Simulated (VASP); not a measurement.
# KF (Carobbiite) (Fm-3m) in VASP: notebook

The runs below take KF (Carobbiite) through single point, with r2SCAN.

Everything below comes from runs of VASP 6.6.1. Logs are shortened: lines on timing, memory, paths and dates and some standing lists are left out, and cuts for length are marked.

**1. The structure**

Symmetry: Fm-3m, No. 225, cubic system. Conventional cell: a = 5.318 Å, b = 5.318 Å, c = 5.318 Å, α = 90.00°, β = 90.00°, γ = 90.00°. K (site symmetry m-3m) is surrounded by 6 F at 2.66 Å. F (site symmetry m-3m) is surrounded by 6 K at 2.66 Å.

**2. Single point, r2SCAN**

POSCAR

```
KF
1.0
    0.0000000000      2.6587902031      2.6587902031
    2.6587902031      0.0000000000      2.6587902031
    2.6587902031      2.6587902031      0.0000000000
K F
1 1
Direct
    0.0000000000      0.0000000000      0.0000000000
    0.5000000000      0.5000000000      0.5000000000
```

INCAR.step1

```
PREC = Accurate ; ENCUT = 520
ISMEAR = -5 ; SIGMA = 0.02
LREAL = F ; LASPH = T
NELM = 60 ; NBANDS = 15
GGA = PE ; ALGO = Normal
EDIFF = 1E-4 ; LWAVE = T
LCHARG = F
```

INCAR.step2

```
PREC = Accurate ; ENCUT = 520
EDIFF = 1E-6 ; ISMEAR = 0
SIGMA = 0.02 ; LREAL = F
LASPH = T ; NELM = 60
ALGO = Normal ; ISIF = 2
LWAVE = F ; LCHARG = F
METAGGA = R2SCAN ; LMIXTAU = T
LORBIT = 11 ; NBANDS = 15
ISTART = 1
```

KPOINTS

```
Automatic mesh
0
Gamma
  8 8 8
```

Potentials or basis: VASP PAW PBE potentials, release 64 (K_sv, F).

Started as:

```sh
> cat potpaw_PBE.64/K_sv/POTCAR potpaw_PBE.64/F/POTCAR > POTCAR
> cp INCAR.step1 INCAR
> mpirun -np 1 vasp_std > vasp.out
> cp INCAR.step2 INCAR
> mpirun -np 1 vasp_std > vasp.out
```

OUTCAR:

```text
PREC = Accurate
   ENCUT = 520
   EDIFF = 1E-6
   ISMEAR = 0
   LREAL = F
   LASPH = T
   NELM = 60
   ISIF = 2
   METAGGA = R2SCAN
   LORBIT = 11
   ISTART = 1

 ion  position               nearest neighbor table
   1  0.000  0.000  0.000-   2 2.66   2 2.66   2 2.66   2 2.66   2 2.66   2 2.66
   2  0.500  0.500  0.500-   1 2.66   1 2.66   1 2.66   1 2.66   1 2.66   1 2.66

  LATTYP: Found a face centered cubic cell.
 ALAT       =     5.3175804062

  Lattice vectors:

 A1 = (   0.0000000000,   2.6587902031,   2.6587902031)
 A2 = (   2.6587902031,   0.0000000000,   2.6587902031)
 A3 = (   2.6587902031,   2.6587902031,   0.0000000000)

Analysis of symmetry for initial positions (statically):
=====================================================================
 Subroutine PRICEL returns:
 Original cell was already a primitive cell.

 Routine SETGRP: Setting up the symmetry group for a
 face centered cubic supercell.

 Subroutine GETGRP returns: Found 48 space group operations
 (whereof 48 operations were pure point group operations)
 out of a pool of 48 trial point group operations.

The static configuration has the point symmetry O_h .

Analysis of symmetry for dynamics (positions and initial velocities):
=====================================================================
 Subroutine PRICEL returns:
 Original cell was already a primitive cell.

 Routine SETGRP: Setting up the symmetry group for a
 face centered cubic supercell.

 Subroutine GETGRP returns: Found 48 space group operations
 (whereof 48 operations were pure point group operations)
 out of a pool of 48 trial point group operations.

The dynamic configuration has the point symmetry O_h .

 Subroutine INISYM returns: Found 48 space group operations
 (whereof 48 operations are pure point group operations),
 and found     1 'primitive' translations

----------------------------------------------------------------------------------------

                                     Primitive cell

  volume of cell :      37.5909

  direct lattice vectors                    reciprocal lattice vectors
     0.000000000  2.658790203  2.658790203    -0.188055454  0.188055454  0.188055454
     2.658790203  0.000000000  2.658790203     0.188055454 -0.188055454  0.188055454
     2.658790203  2.658790203  0.000000000     0.188055454  0.188055454 -0.188055454

  length of vectors
     3.760097165  3.760097165  3.760097165     0.325721602  0.325721602  0.325721602

  position of ions in fractional coordinates (direct lattice)
     0.000000000  0.000000000  0.000000000
[... 98 lines left out ...]
     AMIX_MAG =   1.60;   BMIX_MAG =  1.00
  volume/ion in A,a.u.               =      18.80       126.84
  Fermi-wavevector in a.u.,A,eV,Ry     =   1.231461  2.327124 20.633192  1.516497
  Thomas-Fermi vector in A             =   2.366270
   LORBIT       =     11    0 simple, 1 ext, 2 COOP (PROOUT), +10 PAW based schemes
   METAGGA = R2SCAN    functional components
   LHFCALC =     F    Hartree Fock is set to
   AEXX    =    0.0000 exact exchange contribution
   IVDW    =     0    specifies the selected vdW correction
   LEPSILON=     F    determine dielectric tensor
   LRPA    =     F    only Hartree local field effects (RPA)
 non-spin polarized calculation
 Gauss-broadening in eV      SIGMA  =   0.02
  energy-cutoff  :      520.00
  volume of cell :       37.59
 maximum number of plane-waves:      1036
   NGX = 13   NGY = 13   NGZ = 13

 number of electron      16.0000010 magnetization

 Free energy of the ion-electron system (eV)
  ---------------------------------------------------
  ext. energy  EPLUGINS =         0.00000000
  ---------------------------------------------------
  free energy    TOTEN  =       -14.97291763 eV

  energy without entropy =      -14.97291763  energy(sigma->0) =      -14.97291763

 E-fermi :  -3.1590     XC(G=0):  -8.9727

 val. band max:       -3.3114847973   @ k =   0.0000   0.0000   0.0000
 cond. band min:       3.5972814849   @ k =   0.0000   0.0000   0.0000
 fundamental gap:      6.9087662823
 Fermi energy:        -3.1590359248

 k-point     1 :       0.0000    0.0000    0.0000
  band No.  band energies     occupation
      1     -30.3938      2.00000
      2     -23.1081      2.00000
      3     -12.8684      2.00000
      4     -12.8684      2.00000
      5     -12.8684      2.00000
      6      -3.3115      2.00000
      7      -3.3115      2.00000
      8      -3.3115      2.00000
      9       3.5973      0.00000
     10       8.1816      0.00000
     11       8.1816      0.00000
     12       8.1816      0.00000
     13      10.0633      0.00000
     14      10.0633      0.00000
[... 401 lines left out ...]
      2     -23.1806      2.00000
      3     -13.1985      2.00000
      4     -13.0905      2.00000
      5     -12.9419      2.00000
      6      -3.8700      2.00000
      7      -3.5871      2.00000
      8      -3.5613      2.00000
      9       6.7536      0.00000
     10       7.4709      0.00000
     11       9.3630      0.00000
     12      10.3635      0.00000
     13      11.7309      0.00000
     14      12.7704      0.00000
     15      13.2258      0.00000

 [... further k-points ...]

------------------------ aborting loop because EDIFF is reached ----------------------------------------

  FORCE on cell =-STRESS in cart. coord.  units (eV):
  Direction    XX          YY          ZZ          XY          YZ          ZX
  --------------------------------------------------------------------------------------
  -------------------------------------------------------------------------------------
  Total       -0.0061126     -0.0061126     -0.0061126      0.0000000      0.0000000     -0.0000000
  in kB       -0.2605259     -0.2605259     -0.2605259      0.0000000      0.0000000     -0.0000000
  external PRESSURE =      -0.2605259 kB  Pullay stress =       0.0000000 kB

 VOLUME and BASIS-vectors are now :
 -----------------------------------------------------------------------------
  energy-cutoff  :      520.00
  volume of cell :       37.59
      direct lattice vectors                 reciprocal lattice vectors
     0.000000000  2.658790203  2.658790203    -0.188055454  0.188055454  0.188055454
     2.658790203  0.000000000  2.658790203     0.188055454 -0.188055454  0.188055454
     2.658790203  2.658790203  0.000000000     0.188055454  0.188055454 -0.188055454

 POSITION                                       TOTAL-FORCE (eV/Angst)
 -----------------------------------------------------------------------------------
      0.00000      0.00000      0.00000         0.000000     -0.000000     -0.000000
      2.65879      2.65879      2.65879        -0.000000      0.000000      0.000000
 -----------------------------------------------------------------------------------
    total drift:                                0.000000      0.000000      0.000000

  FREE ENERGIE OF THE ION-ELECTRON SYSTEM (eV)
  ---------------------------------------------------
  free  energy   TOTEN  =       -14.9729176340 eV

  energy  without entropy=      -14.9729176340  energy(sigma->0) =      -14.97291763

 total charge

# of ion       s       p       d       tot
------------------------------------------
    1        1.960   5.689   0.030   7.679
    2        1.734   4.381   0.000   6.114
--------------------------------------------------
tot          3.694  10.070   0.030  13.794
```

It took 2.3 min on 1 thread of AMD EPYC 7R43 (Zen 3), shared host; peak memory 0.13 GiB.

Results:

```yaml
Free_energy: -14.9729 eV
Pressure: 0.0 GPa
Band_gap_on_the_k_mesh: 6.91 eV, direct
Valence_electrons_inside_the_program's_atomic_spheres: K 7.68; F 6.11
```

Caveat: the PAW data sets were made with another functional, which shifts forces and pressure a little.

**3. Single point, r2SCAN**

This run uses another cell than the first one, of 17.67 Å³/atom, 0.940 times its volume.

POSCAR

```
KF
1.0
    0.0000000000      2.6045139489      2.6045139489
    2.6045139489      0.0000000000      2.6045139489
    2.6045139489      2.6045139489      0.0000000000
K F
1 1
Direct
    0.0000000000      0.0000000000      0.0000000000
    0.5000000000      0.5000000000      0.5000000000
```

INCAR.step1

```
SYSTEM = KF
ALGO     = Normal         ! electronic algorithm
EDIFF    = 1E-4           ! SCF threshold, eV
ENCUT    = 520            ! plane-wave cutoff, eV
GGA      = PE             ! functional
ISMEAR   = 0              ! smearing method
LASPH    = .TRUE.         ! aspherical terms in the spheres
LCHARG   = .FALSE.        ! write CHGCAR
LREAL    = .FALSE.        ! projectors in reciprocal space
LWAVE    = .TRUE.         ! write WAVECAR
NBANDS   = 15             ! bands
NELM     = 60             ! most SCF steps
PREC     = Accurate       ! precision mode
SIGMA    = 0.02           ! smearing width, eV
```

INCAR.step2

```
SYSTEM = KF
ALGO     = Normal         ! electronic algorithm
EDIFF    = 1E-7           ! SCF threshold, eV
ENCUT    = 520            ! plane-wave cutoff, eV
ISIF     = 2              ! what is computed and relaxed
ISMEAR   = 0              ! smearing method
ISTART   = 1            
LASPH    = .TRUE.         ! aspherical terms in the spheres
LCHARG   = .TRUE.         ! write CHGCAR
LELF     = .TRUE.         ! ELF
LMIXTAU  = .TRUE.       
LREAL    = .FALSE.        ! projectors in reciprocal space
LVHAR    = .TRUE.       
LWAVE    = .FALSE.        ! write WAVECAR
METAGGA  = R2SCAN         ! meta-GGA
NBANDS   = 15             ! bands
NELM     = 60             ! most SCF steps
PREC     = Accurate       ! precision mode
SIGMA    = 0.02           ! smearing width, eV
```

KPOINTS

```
k-points
0
G
  8 8 8
  0 0 0
```

Potentials or basis: VASP PAW PBE potentials, release 64 (K_sv, F).

Started as:

```sh
> cat potpaw_PBE.64/K_sv/POTCAR potpaw_PBE.64/F/POTCAR > POTCAR
> cp INCAR.step1 INCAR
> mpirun -np 1 vasp_std > vasp.out
> cp INCAR.step2 INCAR
> mpirun -np 1 vasp_std > vasp.out
```

Run time: 3.2 min. Hardware: 1 thread of AMD EPYC 7R43 (Zen 3), shared host; peak memory 0.13 GiB.

The run converged. Its results:

| Property | Result |
| --- | --- |
| Free energy | -14.9528 eV |
| Pressure | 2.6 GPa |
| Band gap on the k mesh | 7.26 eV, direct |

Levels at points of the mesh, in eV from the valence-band top:
| k point | band 5 | band 6 | band 7 | band 8 | band 9 | band 10 | band 11 | band 12 |
| --- | --- | --- | --- | --- | --- | --- | --- | --- |
| (0.00, 0.00, 0.00) | -9.34 | 0.00 | 0.00 | 0.00 | 7.26 | 11.66 | 11.66 | 11.66 |
| (0.50, 0.00, 0.00) | -9.38 | -0.85 | -0.40 | -0.40 | 10.00 | 11.85 | 13.29 | 13.29 |
| (0.50, 0.50, 0.00) | -9.60 | -0.16 | -0.03 | -0.03 | 8.82 | 11.66 | 13.08 | 15.04 |

Caveat: the PAW data sets were made with another functional, which shifts forces and pressure a little.

**4. Single point, r2SCAN**

POSCAR

```
KF
1.0
    0.0000000000      2.6587902031      2.6587902031
    2.6587902031      0.0000000000      2.6587902031
    2.6587902031      2.6587902031      0.0000000000
K F
1 1
Direct
    0.0000000000      0.0000000000      0.0000000000
    0.5000000000      0.5000000000      0.5000000000
```

INCAR.step1

```
PREC = Accurate ; ENCUT = 520
ISMEAR = 0 ; SIGMA = 0.02
LREAL = F ; LASPH = T
NELM = 60 ; NBANDS = 15
GGA = PE ; ALGO = Normal
EDIFF = 1E-4 ; LWAVE = T
LCHARG = F
```

INCAR.step2

```
PREC = Accurate ; ENCUT = 520
EDIFF = 1E-6 ; ISMEAR = 0
SIGMA = 0.02 ; LREAL = F
LASPH = T ; NELM = 60
ALGO = Normal ; ISIF = 2
LWAVE = F ; LCHARG = F
METAGGA = R2SCAN ; LMIXTAU = T
NBANDS = 15 ; ISTART = 1
```

KPOINTS

```
Automatic mesh
0
Gamma
  8 8 8
```

Potentials or basis: VASP PAW PBE potentials, release 64 (K_sv, F).

Started as:

```sh
> cat potpaw_PBE.64/K_sv/POTCAR potpaw_PBE.64/F/POTCAR > POTCAR
> cp INCAR.step1 INCAR
> mpirun -np 1 vasp_std > vasp.out
> cp INCAR.step2 INCAR
> mpirun -np 1 vasp_std > vasp.out
```

OUTCAR:

```text
PREC = Accurate
   ENCUT = 520
   EDIFF = 1E-6
   ISMEAR = 0
   LREAL = F
   LASPH = T
   NELM = 60
   ISIF = 2
   METAGGA = R2SCAN
   ISTART = 1

 ion  position               nearest neighbor table
   1  0.000  0.000  0.000-   2 2.66   2 2.66   2 2.66   2 2.66   2 2.66   2 2.66
   2  0.500  0.500  0.500-   1 2.66   1 2.66   1 2.66   1 2.66   1 2.66   1 2.66

  LATTYP: Found a face centered cubic cell.
 ALAT       =     5.3175804062

  Lattice vectors:

 A1 = (   0.0000000000,   2.6587902031,   2.6587902031)
 A2 = (   2.6587902031,   0.0000000000,   2.6587902031)
 A3 = (   2.6587902031,   2.6587902031,   0.0000000000)

Analysis of symmetry for initial positions (statically):
=====================================================================
 Subroutine PRICEL returns:
 Original cell was already a primitive cell.

 Routine SETGRP: Setting up the symmetry group for a
 face centered cubic supercell.

 Subroutine GETGRP returns: Found 48 space group operations
 (whereof 48 operations were pure point group operations)
 out of a pool of 48 trial point group operations.

The static configuration has the point symmetry O_h .

Analysis of symmetry for dynamics (positions and initial velocities):
=====================================================================
 Subroutine PRICEL returns:
 Original cell was already a primitive cell.

 Routine SETGRP: Setting up the symmetry group for a
 face centered cubic supercell.

 Subroutine GETGRP returns: Found 48 space group operations
 (whereof 48 operations were pure point group operations)
 out of a pool of 48 trial point group operations.

The dynamic configuration has the point symmetry O_h .

 Subroutine INISYM returns: Found 48 space group operations
 (whereof 48 operations are pure point group operations),
 and found     1 'primitive' translations

----------------------------------------------------------------------------------------
[... 122 lines left out ...]
   LEPSILON=     F    determine dielectric tensor
   LRPA    =     F    only Hartree local field effects (RPA)
 non-spin polarized calculation
 Gauss-broadening in eV      SIGMA  =   0.02
  energy-cutoff  :      520.00
  volume of cell :       37.59
 maximum number of plane-waves:      1036
   NGX = 13   NGY = 13   NGZ = 13

 number of electron      16.0000010 magnetization

 Free energy of the ion-electron system (eV)
  ---------------------------------------------------
  ext. energy  EPLUGINS =         0.00000000
  ---------------------------------------------------
  free energy    TOTEN  =       -14.97291763 eV

  energy without entropy =      -14.97291763  energy(sigma->0) =      -14.97291763

 E-fermi :  -3.1590     XC(G=0):  -8.9727

 val. band max:       -3.3114847974   @ k =   0.0000   0.0000   0.0000
 cond. band min:       3.5972814850   @ k =   0.0000   0.0000   0.0000
 fundamental gap:      6.9087662824
 Fermi energy:        -3.1590359248

 k-point     1 :       0.0000    0.0000    0.0000
  band No.  band energies     occupation
      1     -30.3938      2.00000
      2     -23.1081      2.00000
      3     -12.8684      2.00000
      4     -12.8684      2.00000
      5     -12.8684      2.00000
      6      -3.3115      2.00000
      7      -3.3115      2.00000
      8      -3.3115      2.00000
      9       3.5973      0.00000
     10       8.1816      0.00000
     11       8.1816      0.00000
     12       8.1816      0.00000
     13      10.0633      0.00000
     14      10.0633      0.00000
[... 401 lines left out ...]
      2     -23.1806      2.00000
      3     -13.1985      2.00000
      4     -13.0905      2.00000
      5     -12.9419      2.00000
      6      -3.8700      2.00000
      7      -3.5871      2.00000
      8      -3.5613      2.00000
      9       6.7536      0.00000
     10       7.4709      0.00000
     11       9.3630      0.00000
     12      10.3635      0.00000
     13      11.7309      0.00000
     14      12.7704      0.00000
     15      13.2258      0.00000

 [... further k-points ...]

------------------------ aborting loop because EDIFF is reached ----------------------------------------

  FORCE on cell =-STRESS in cart. coord.  units (eV):
  Direction    XX          YY          ZZ          XY          YZ          ZX
  --------------------------------------------------------------------------------------
  -------------------------------------------------------------------------------------
  Total       -0.0061126     -0.0061126     -0.0061126     -0.0000000      0.0000000      0.0000000
  in kB       -0.2605264     -0.2605264     -0.2605264     -0.0000000      0.0000000      0.0000000
  external PRESSURE =      -0.2605264 kB  Pullay stress =       0.0000000 kB

 VOLUME and BASIS-vectors are now :
 -----------------------------------------------------------------------------
  energy-cutoff  :      520.00
  volume of cell :       37.59
      direct lattice vectors                 reciprocal lattice vectors
     0.000000000  2.658790203  2.658790203    -0.188055454  0.188055454  0.188055454
     2.658790203  0.000000000  2.658790203     0.188055454 -0.188055454  0.188055454
     2.658790203  2.658790203  0.000000000     0.188055454  0.188055454 -0.188055454

 POSITION                                       TOTAL-FORCE (eV/Angst)
 -----------------------------------------------------------------------------------
      0.00000      0.00000      0.00000         0.000000      0.000000     -0.000000
      2.65879      2.65879      2.65879         0.000000      0.000000      0.000000
 -----------------------------------------------------------------------------------
    total drift:                                0.000000      0.000000      0.000000

  FREE ENERGIE OF THE ION-ELECTRON SYSTEM (eV)
  ---------------------------------------------------
  free  energy   TOTEN  =       -14.9729176340 eV

  energy  without entropy=      -14.9729176340  energy(sigma->0) =      -14.97291763
```

Wall time 2.3 min (1 thread of AMD EPYC 7R43 (Zen 3), shared host); peak memory 0.13 GiB.

Results:

| Item | Value |
| --- | --- |
| Free energy | -14.9729 eV |
| Pressure | 0.0 GPa |
| Band gap on the k mesh | 6.91 eV, direct |

Caveat: the PAW data sets were made with another functional, which shifts forces and pressure a little. A k mesh can miss the band edges.
